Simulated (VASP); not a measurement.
A run of VASP 6.6.1 is set up as follows.

The input INCAR:

```
PREC = Accurate
ENCUT = 700
EDIFF = 1E-7
ISMEAR = 0
SIGMA = 0.1
LREAL = False
LASPH = True
NELM = 100
ALGO = Fast
ISIF = 2
LWAVE = False
LCHARG = False
GGA = PE
NBANDS = 14
```

Contents of KPOINTS:

```
regular mesh
0
Gamma
  12 12 12
```

The input POSCAR:

```
HfC
1.0
    0.0000000000      2.3250000000      2.3250000000
    2.3250000000      0.0000000000      2.3250000000
    2.3250000000      2.3250000000      0.0000000000
Hf C
1 1
Direct
    0.5000000000      0.5000000000      0.5000000000
    0.0000000000      0.0000000000      0.0000000000
```

Potentials or basis: VASP PAW PBE potentials, release 64 (Hf_pv, C).

Command:

```bash
$ cat potpaw_PBE.64/Hf_pv/POTCAR potpaw_PBE.64/C/POTCAR > POTCAR
$ mpirun -np 1 vasp_std > vasp.out
```

Problem. Predict the band gap on the k mesh.

Solution. None (metal or under the smearing width).

Problem. What does it give for the pressure?

Solution. -0.5 GPa.

Spin-orbit coupling is left out, which matters for the levels of Hf.
